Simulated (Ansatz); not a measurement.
The following input was run with Ansatz 0.2.0.

```yaml
crystal:
  lattice:
    - [1.2199811678, 0.7043564557, 6.8627098203]
    - [-1.2199811678, 0.7043564557, 6.8627098203]
    - [0.0, -1.4087129113, 6.8627098203]
  atoms:
    - { symbol: C, position: [0.9188290092, 0.9188290092, 0.9188290092] }
    - { symbol: C, position: [0.2521424007, 0.2521424007, 0.2521424007] }
    - { symbol: C, position: [0.7478575993, 0.7478575993, 0.7478575993] }
    - { symbol: C, position: [0.0811709908, 0.0811709908, 0.0811709908] }
basis:
  ecutwfc: 420
kpoints:
  mp_grid: { grid: [18, 18, 18] }
hamiltonian:
  xc: pbe
  dispersion: d3bj
scf:
  occupations: { method: gaussian, width: 0.01 }
output:
  forces: true
  stress: true
  eigenvalues: true
relax:
  adjacent_minimum: "off"
  f_tol: 0.01
  max_steps: 30
  cell: { stress_tol: 0.1, fix: [volume] }
```

Run as
```bash
ansatz run input.yaml --threads 1 --pin off --max-ram 2560MiB --backend cpu --events-out ev --progress --plain --runs-dir out
```

Computed with DFT PBE+D3(BJ), scalar-relativistic, plane waves, PAW (Ansatz).

Abridged output (iterations and final results):

```
SCF iter   1: F=—  HF=-1004.292405 eV  |F-HF|=—  |Δ(HF+E_count)|=         —  Δρ=2.54e-3  dr2=2.81e-3  ethr=1.77e-3  ⟨swp⟩=6.0  Hψ=40598  notcnv=0
SCF iter   2: F=—  HF=-1004.292419 eV  |F-HF|=—  |Δ(HF+E_count)|=   1.38e-5  Δρ=1.03e-3  dr2=3.16e-4  ethr=1.75e-5  ⟨swp⟩=2.8  Hψ=18050  notcnv=0
SCF iter   3: F=—  HF=-1004.292619 eV  |F-HF|=—  |Δ(HF+E_count)|=   2.00e-4  Δρ=4.44e-4  dr2=1.29e-4  ethr=1.98e-6  ⟨swp⟩=2.2  Hψ=13210  notcnv=0
SCF iter   4: F=—  HF=-1004.292622 eV  |F-HF|=—  |Δ(HF+E_count)|=   2.65e-6  Δρ=2.15e-4  dr2=3.67e-6  ethr=8.08e-7  ⟨swp⟩=2.1  Hψ=10088  notcnv=0
SCF iter   5: F=—  HF=-1004.292612 eV  |F-HF|=—  |Δ(HF+E_count)|=   9.76e-6  Δρ=5.22e-5  dr2=7.72e-7  ethr=2.29e-8  ⟨swp⟩=2.0  Hψ=12536  notcnv=0
SCF iter   6: F=-1004.292612 eV  HF=-1004.292612 eV  |F-HF|=1.88e-8  |Δ(HF+E_count)|=   3.59e-9  Δρ=6.41e-6  dr2=7.70e-9  ethr=6.25e-10  ⟨swp⟩=3.2  Hψ=29661  notcnv=0
SCF 1 converged in 6 iterations: F = -1004.292612 eV  dr2 = 7.70e-9
relax step   1: F+E_penalty+E_count = -1004.29261176 eV  Δ(F+E_penalty+E_count) = +0.000e0 eV  max|allowed force component| = 1.009e-3 eV/Å  Δτ_max = 0.0000 Å  P = +9.202 GPa  Ω = 35.383 Å³  fix = [volume]  reactions: volume +9.202 GPa (6 SCF iters, dr2 threshold 1.00e-7 eV, accepted)
Initial density: handed on by an earlier stage of this run
Initial wavefunctions: those handed on with the density
SCF iter   1: F=—  HF=-1004.319701 eV  |F-HF|=—  |Δ(HF+E_count)|=         —  Δρ=4.87e-3  dr2=5.96e-3  ethr=3.85e-5  ⟨swp⟩=1.9  Hψ=59812  notcnv=0
SCF iter   2: F=—  HF=-1004.318291 eV  |F-HF|=—  |Δ(HF+E_count)|=   1.41e-3  Δρ=1.79e-3  dr2=1.21e-3  ethr=3.73e-5  ⟨swp⟩=2.4  Hψ=12475  notcnv=0
SCF iter   3: F=—  HF=-1004.318109 eV  |F-HF|=—  |Δ(HF+E_count)|=   1.82e-4  Δρ=9.80e-4  dr2=2.49e-4  ethr=7.59e-6  ⟨swp⟩=2.2  Hψ=11929  notcnv=0
SCF iter   4: F=—  HF=-1004.318065 eV  |F-HF|=—  |Δ(HF+E_count)|=   4.44e-5  Δρ=2.10e-4  dr2=5.86e-6  ethr=1.55e-6  ⟨swp⟩=2.1  Hψ=10774  notcnv=0
SCF iter   5: F=-1004.318068 eV  HF=-1004.318068 eV  |F-HF|=2.57e-9  |Δ(HF+E_count)|=   3.15e-6  Δρ=2.37e-5  dr2=1.11e-7  ethr=2.50e-9  ⟨swp⟩=4.2  Hψ=35748  notcnv=0
the search or the solves at the SCF's close seem to have found levels that the self-consistency loop had missed (the run counts 1). By its estimate they hold under 1e-12 electrons; where the run keeps them, the occupations were computed again with them
SCF 2 converged in 5 iterations: F = -1004.318068 eV  dr2 = 1.11e-7
relax step   2: F+E_penalty+E_count = -1004.31806793 eV  Δ(F+E_penalty+E_count) = -2.546e-2 eV  max|allowed force component| = 8.385e-3 eV/Å  Δτ_max = 0.0086 Å  P = +3.136 GPa  Ω = 35.383 Å³  energy of the carried Pulay correction = +3.676e-4 eV  fix = [volume]  reactions: volume +3.136 GPa (5 SCF iters, dr2 threshold 4.00e-7 eV, accepted)
Basis set: ecut = 420 eV, 665 PW (Γ), FFT grids on a1−a3, a2−a3, a3, exchange–correlation on 36×36×96 points (8 copies of the dense FFT grid, shifted against one another)
SCF iter   1: F=—  HF=-1004.392435 eV  |F-HF|=—  |Δ(HF+E_count)|=         —  Δρ=3.14e-2  dr2=2.93e-1  ethr=1.79e-3  ⟨swp⟩=1.0  Hψ=61769  notcnv=0
SCF iter   2: F=—  HF=-1004.330150 eV  |F-HF|=—  |Δ(HF+E_count)|=   6.23e-2  Δρ=1.07e-2  dr2=8.01e-2  ethr=1.79e-3  ⟨swp⟩=2.6  Hψ=13360  notcnv=0
SCF iter   3: F=—  HF=-1004.310718 eV  |F-HF|=—  |Δ(HF+E_count)|=   1.94e-2  Δρ=7.63e-3  dr2=7.84e-3  ethr=5.00e-4  ⟨swp⟩=2.2  Hψ=12054  notcnv=0
SCF iter   4: F=—  HF=-1004.309506 eV  |F-HF|=—  |Δ(HF+E_count)|=   1.21e-3  Δρ=1.41e-3  dr2=2.17e-4  ethr=4.90e-5  ⟨swp⟩=3.0  Hψ=13699  notcnv=0  defer=1
SCF iter   5: F=—  HF=-1004.309542 eV  |F-HF|=—  |Δ(HF+E_count)|=   3.54e-5  Δρ=2.11e-4  dr2=1.26e-5  ethr=1.36e-6  ⟨swp⟩=2.9  Hψ=12870  notcnv=0
SCF iter   6: F=—  HF=-1004.309539 eV  |F-HF|=—  |Δ(HF+E_count)|=   2.64e-6  Δρ=2.89e-5  dr2=5.06e-7  ethr=7.89e-8  ⟨swp⟩=2.4  Hψ=11417  notcnv=0
SCF iter   7: F=-1004.309539 eV  HF=-1004.309539 eV  |F-HF|=4.37e-9  |Δ(HF+E_count)|=   9.86e-8  Δρ=4.37e-6  dr2=4.27e-9  ethr=2.50e-9  ⟨swp⟩=6.1  Hψ=34366  notcnv=0
SCF 3 converged in 7 iterations: F = -1004.309539 eV  dr2 = 4.27e-9
relax step   3: F+E_penalty+E_count = -1004.30953882 eV  Δ(F+E_penalty+E_count) = +8.529e-3 eV  max|allowed force component| = 7.859e-2 eV/Å  Δτ_max = 0.0841 Å  P = +0.948 GPa  Ω = 35.383 Å³  energy of the carried Pulay correction = +5.151e-4 eV  fix = [volume]  (7 SCF iters, dr2 threshold 4.00e-7 eV, rejected (line search))
SCF iter   1: F=—  HF=-1004.393678 eV  |F-HF|=—  |Δ(HF+E_count)|=         —  Δρ=2.96e-2  dr2=2.60e-1  ethr=1.60e-3  ⟨swp⟩=1.0  Hψ=61345  notcnv=0
SCF iter   2: F=—  HF=-1004.338258 eV  |F-HF|=—  |Δ(HF+E_count)|=   5.54e-2  Δρ=1.00e-2  dr2=7.09e-2  ethr=1.60e-3  ⟨swp⟩=2.6  Hψ=13488  notcnv=0
SCF iter   3: F=—  HF=-1004.320947 eV  |F-HF|=—  |Δ(HF+E_count)|=   1.73e-2  Δρ=7.18e-3  dr2=6.96e-3  ethr=4.43e-4  ⟨swp⟩=2.2  Hψ=11981  notcnv=0
SCF iter   4: F=—  HF=-1004.319889 eV  |F-HF|=—  |Δ(HF+E_count)|=   1.06e-3  Δρ=1.34e-3  dr2=1.93e-4  ethr=4.35e-5  ⟨swp⟩=3.0  Hψ=13504  notcnv=0
SCF iter   5: F=—  HF=-1004.319923 eV  |F-HF|=—  |Δ(HF+E_count)|=   3.45e-5  Δρ=1.44e-4  dr2=5.19e-6  ethr=1.21e-6  ⟨swp⟩=2.7  Hψ=11994  notcnv=0  defer=1
SCF iter   6: F=—  HF=-1004.319909 eV  |F-HF|=—  |Δ(HF+E_count)|=   1.42e-5  Δρ=3.99e-5  dr2=5.11e-7  ethr=3.25e-8  ⟨swp⟩=2.0  Hψ=11263  notcnv=0
SCF iter   7: F=—  HF=-1004.319908 eV  |F-HF|=—  |Δ(HF+E_count)|=   6.99e-7  Δρ=7.20e-6  dr2=1.27e-8  ethr=3.20e-9  ⟨swp⟩=2.7  Hψ=11887  notcnv=0
SCF iter   8: F=—  HF=-1004.319908 eV  |F-HF|=—  |Δ(HF+E_count)|=   4.56e-9  Δρ=1.11e-6  dr2=2.60e-10  ethr=7.95e-11  ⟨swp⟩=2.6  Hψ=11939  notcnv=0
SCF iter   9: F=-1004.319908 eV  HF=-1004.319908 eV  |F-HF|=1.82e-12  |Δ(HF+E_count)|=  3.83e-10  Δρ=7.73e-8  dr2=1.54e-12  ethr=1.00e-12  ⟨swp⟩=5.1  Hψ=25455  notcnv=0
SCF 4 converged in 9 iterations: F = -1004.319908 eV  dr2 = 1.54e-12
relax step   4: F+E_penalty+E_count = -1004.31990837 eV  Δ(F+E_penalty+E_count) = -1.840e-3 eV  max|allowed force component| = 3.991e-3 eV/Å  Δτ_max = 0.0043 Å  P = +0.970 GPa  Ω = 35.383 Å³  energy of the carried Pulay correction = +5.017e-4 eV  fix = [volume]  reactions: volume +0.970 GPa (9 SCF iters, accepted)
SCF iter   1: F=—  HF=-1004.320180 eV  |F-HF|=—  |Δ(HF+E_count)|=         —  Δρ=1.62e-3  dr2=7.66e-4  ethr=4.62e-6  ⟨swp⟩=1.8  Hψ=53400  notcnv=0
SCF iter   2: F=—  HF=-1004.320012 eV  |F-HF|=—  |Δ(HF+E_count)|=   1.67e-4  Δρ=5.54e-4  dr2=2.07e-4  ethr=4.62e-6  ⟨swp⟩=2.1  Hψ=11860  notcnv=0
SCF iter   3: F=—  HF=-1004.319963 eV  |F-HF|=—  |Δ(HF+E_count)|=   4.94e-5  Δρ=3.97e-4  dr2=2.16e-5  ethr=1.29e-6  ⟨swp⟩=2.1  Hψ=10352  notcnv=0
SCF iter   4: F=—  HF=-1004.319942 eV  |F-HF|=—  |Δ(HF+E_count)|=   2.11e-5  Δρ=7.73e-5  dr2=6.26e-7  ethr=1.35e-7  ⟨swp⟩=2.0  Hψ=11191  notcnv=0
SCF iter   5: F=-1004.319942 eV  HF=-1004.319942 eV  |F-HF|=1.47e-8  |Δ(HF+E_count)|=   1.10e-7  Δρ=1.06e-5  dr2=2.52e-8  ethr=9.59e-10  ⟨swp⟩=5.7  Hψ=34637  notcnv=0
SCF 5 converged in 5 iterations: F = -1004.319942 eV  dr2 = 2.52e-8
relax step   5: F+E_penalty+E_count = -1004.31994196 eV  Δ(F+E_penalty+E_count) = -3.360e-5 eV  max|allowed force component| = 5.579e-4 eV/Å  Δτ_max = 0.0043 Å  P = +1.190 GPa  Ω = 35.383 Å³  energy of the carried Pulay correction = +4.882e-4 eV  fix = [volume]  reactions: volume +1.190 GPa (5 SCF iters, dr2 threshold 1.54e-7 eV, accepted)
Initial wavefunctions: pseudopotential atomic-orbital guess (no wavefunctions were taken with the density)
SCF iter   1: F=—  HF=-1004.319862 eV  |F-HF|=—  |Δ(HF+E_count)|=         —  Δρ=1.07e-4  dr2=4.79e-7  ethr=1.46e-7  ⟨swp⟩=3.7  Hψ=60916  notcnv=0
SCF iter   2: F=—  HF=-1004.319849 eV  |F-HF|=—  |Δ(HF+E_count)|=   1.37e-5  Δρ=5.49e-5  dr2=1.22e-7  ethr=2.99e-9  ⟨swp⟩=2.1  Hψ=11552  notcnv=0
SCF iter   3: F=—  HF=-1004.319850 eV  |F-HF|=—  |Δ(HF+E_count)|=   1.09e-6  Δρ=1.27e-5  dr2=5.80e-8  ethr=7.62e-10  ⟨swp⟩=2.0  Hψ=11600  notcnv=0
SCF iter   4: F=—  HF=-1004.319850 eV  |F-HF|=—  |Δ(HF+E_count)|=   8.03e-9  Δρ=1.28e-6  dr2=2.19e-10  ethr=3.63e-10  ⟨swp⟩=2.4  Hψ=10661  notcnv=0
SCF iter   5: F=-1004.319850 eV  HF=-1004.319850 eV  |F-HF|=4.55e-12  |Δ(HF+E_count)|=  3.79e-10  Δρ=3.76e-7  dr2=4.85e-11  ethr=1.00e-12  ⟨swp⟩=5.0  Hψ=25067  notcnv=0
SCF 6 converged in 5 iterations: F = -1004.319850 eV  dr2 = 4.85e-11
SCF iter   1: F=—  HF=-1004.319880 eV  |F-HF|=—  |Δ(HF+E_count)|=         —  Δρ=9.54e-5  dr2=2.25e-6  ethr=1.17e-8  ⟨swp⟩=2.4  Hψ=56475  notcnv=0
SCF iter   2: F=—  HF=-1004.319863 eV  |F-HF|=—  |Δ(HF+E_count)|=   1.71e-5  Δρ=3.47e-5  dr2=4.20e-7  ethr=1.17e-8  ⟨swp⟩=2.6  Hψ=11410  notcnv=0
SCF iter   3: F=—  HF=-1004.319863 eV  |F-HF|=—  |Δ(HF+E_count)|=   5.91e-8  Δρ=1.83e-5  dr2=9.97e-8  ethr=2.63e-9  ⟨swp⟩=2.1  Hψ=9585  notcnv=0
SCF iter   4: F=-1004.319863 eV  HF=-1004.319863 eV  |F-HF|=9.96e-10  |Δ(HF+E_count)|=   1.53e-8  Δρ=4.23e-6  dr2=2.36e-9  ethr=2.78e-10  ⟨swp⟩=4.9  Hψ=24126  notcnv=0
SCF 7 converged in 4 iterations: F = -1004.319863 eV  dr2 = 2.36e-9
relax step   7: F+E_penalty+E_count = -1004.31986322 eV  Δ(F+E_penalty+E_count) = -1.352e-5 eV  max|allowed force component| = 1.398e-4 eV/Å  Δτ_max = 0.0002 Å  P = +1.067 GPa  Ω = 35.383 Å³  energy of the carried Pulay correction = +6.082e-6 eV  fix = [volume]  reactions: volume +1.067 GPa (4 SCF iters, dr2 threshold 4.45e-8 eV, accepted)
SCF iter   1: F=—  HF=-1004.319873 eV  |F-HF|=—  |Δ(HF+E_count)|=         —  Δρ=5.22e-6  dr2=4.25e-9  ethr=1.32e-7  ⟨swp⟩=3.8  Hψ=61106  notcnv=0
SCF iter   2: F=—  HF=-1004.319856 eV  |F-HF|=—  |Δ(HF+E_count)|=   1.64e-5  Δρ=2.61e-6  dr2=9.75e-10  ethr=2.66e-11  ⟨swp⟩=3.1  Hψ=14586  notcnv=0
SCF iter   3: F=—  HF=-1004.319856 eV  |F-HF|=—  |Δ(HF+E_count)|=   1.53e-9  Δρ=1.27e-6  dr2=2.98e-10  ethr=6.10e-12  ⟨swp⟩=2.2  Hψ=10037  notcnv=0
SCF iter   4: F=-1004.319856 eV  HF=-1004.319856 eV  |F-HF|=5.45e-11  |Δ(HF+E_count)|=  4.43e-10  Δρ=3.94e-7  dr2=1.58e-11  ethr=1.00e-12  ⟨swp⟩=4.9  Hψ=23811  notcnv=0
SCF 8 converged in 4 iterations: F = -1004.319856 eV  dr2 = 1.58e-11
SCF converged after 4 iterations
Free energy (F): -1004.319856 eV
Harris-Foulkes:  -1004.319856 eV  (|F-HF|=5.45e-11)
Internal energy: -1004.319856 eV  (E = F + TS)
E sigma→0 (E₀):  -1004.319856 eV
Fermi energy:    6.962463 eV
--- Per-component energies (eV) ---
  E_band       = -34.725062
  E_kinetic    = 364.233799
  E_local      = -618.759800  (includes V_loc(G=0)·N_el)
  E_nonlocal   = 109.318714
  E_hartree    = 187.868735
  E_xc         = -192.196594
  E_vxc        = -237.986860  (∫ρ·V_xc dr)
  E_paw        = -397.420642  (= ΣΔE_a)
  E_vpaw       = -27.268413  (= ΣTr[D̂ρ^β])
  E_aug_tail   = 0.000030  (compensation charges beyond the density's cutoff)
  E_ewald      = -456.741285
  E_disp       = -0.622810  (pairwise vdW)
  E_smearing   =  0.000000  (= −TS)
--- Forces (eV/Å), atoms counted from 1 ---
  atom   1  C      0.00000000     0.00000000     0.00011062
  atom   2  C      0.00000000     0.00000000    -0.00014730
  atom   3  C      0.00000000     0.00000000     0.00014730
  atom   4  C      0.00000000     0.00000000    -0.00011062
--- Stress (GPa, compression-positive) ---
        1.067896       0.000000       0.000000
        0.000000       1.067896       0.000000
        0.000000       0.000000       1.067014
  P = ⅓ Tr σ = 1.0676 GPa (10.676 kbar)
--- Band table (eV; the first three rows and the last of 580) ---
  k-point 0: bands = ["-12.7097", "-12.4126", "-1.5641", "0.3805", "3.9563", "3.9563", "3.9575", "3.9575", "11.2100", "15.3465", "15.3465", "15.3563"]
  k-point 1: bands = ["-12.6357", "-12.3405", "-1.4731", "0.4628", "3.6523", "3.6635", "3.7959", "3.8031", "11.3032", "15.3880", "15.3924", "15.6613"]
  k-point 2: bands = ["-12.4142", "-12.1243", "-1.2009", "0.7083", "2.8256", "2.8502", "3.3755", "3.3876", "11.5832", "15.4176", "15.4409", "16.5476"]
  k-point 579: bands = ["-12.5948", "-12.5369", "-0.8044", "-0.5666", "3.9446", "3.9446", "3.9688", "3.9688", "13.5713", "14.0956", "15.3156", "15.3156"]
--- Relaxed structure (6 steps of the walk, 5 accepted, 2 SCFs on fresh bases) ---
  F+E_penalty+E_count = -1004.31985622 eV   max|allowed force component| = 1.473e-4 eV/Å   (the final SCF, on the basis selected at the relaxed cell)
  cell:  # Å, volume = 35.3828 Å³
    - [1.23130073, 0.71089181, 6.73710954]
    - [-1.23130073, 0.71089181, 6.73710954]
    - [0.0, -1.42178362, 6.73710954]
  atoms:
    - { symbol: C, position: [0.91882256, 0.91882256, 0.91882256] }
    - { symbol: C, position: [0.25212928, 0.25212928, 0.25212928] }
    - { symbol: C, position: [0.74787071, 0.74787071, 0.74787071] }
    - { symbol: C, position: [0.08117743, 0.08117743, 0.08117743] }
```

The relaxation met its thresholds.

Time: 75 s on 1 thread of Intel(R) Xeon(R) 6975P-C (Granite Rapids) (shared host), peak memory 0.54 GiB.